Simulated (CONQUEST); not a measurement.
# SnTe under changes of volume

One of the cells (31.281 Å³/atom); the others are scaled copies at fixed shape and fractional positions:

```xyz
4
Lattice="4.4560 0.0000 0.0000 0.0000 4.4560 0.0000 0.0000 0.0000 6.3017" Properties=species:S:1:pos:R:3 pbc="T T T"
Te    0.0000    0.0000    3.1509
Te    2.2280    2.2280    0.0000
Sn    0.0000    0.0000    0.0000
Sn    2.2280    2.2280    3.1509
```

* Program: CONQUEST 1.3
* Functional: PBE
* Potentials or basis: PseudoDojo NC PBE, SZP, grid of 48 × 48 × 60 points
* k mesh: 6 × 6 × 4
* Occupations: fermi-dirac, width 0.05 eV
* Spin: no spin polarisation

| volume (Å³/atom) | energy over the lowest point (meV/atom) | pressure (GPa) |
| --- | --- | --- |
| 29.404 | 88.35 | 7.3 |
| 30.030 | 62.79 | 5.8 |
| 30.656 | 41.73 | 4.9 |
| 31.281 | ? | ? |
| 31.907 | 13.48 | 2.5 |
| 32.532 | 5.02 | 1.8 |
| 33.158 | 0.00 | 0.8 |

**Question.** What does the run at 31.281 Å³/atom give?

**Answer.** Energy over the lowest point 25.09 meV/atom; pressure 3.5 GPa.

Worked out: A Birch-Murnaghan fit of order 3 (a polynomial in V^(-2/3)) to the other rows has its minimum at 33.87 Å³/atom, just outside them, with B0 = V·E''(V) = 39 GPa and B' = 3.9. It gives 25.61 meV/atom at 31.281 Å³/atom, against the run's 25.09, and -dE/dV = 3.6 GPa, against 3.5.

Energies are extrapolated to zero smearing.

Caveats: the atomic basis is small; the basis of atomic orbitals isn't converged, which shifts pressures, moduli and gaps; the real-space grid breaks the cell's symmetry a little (some runs).
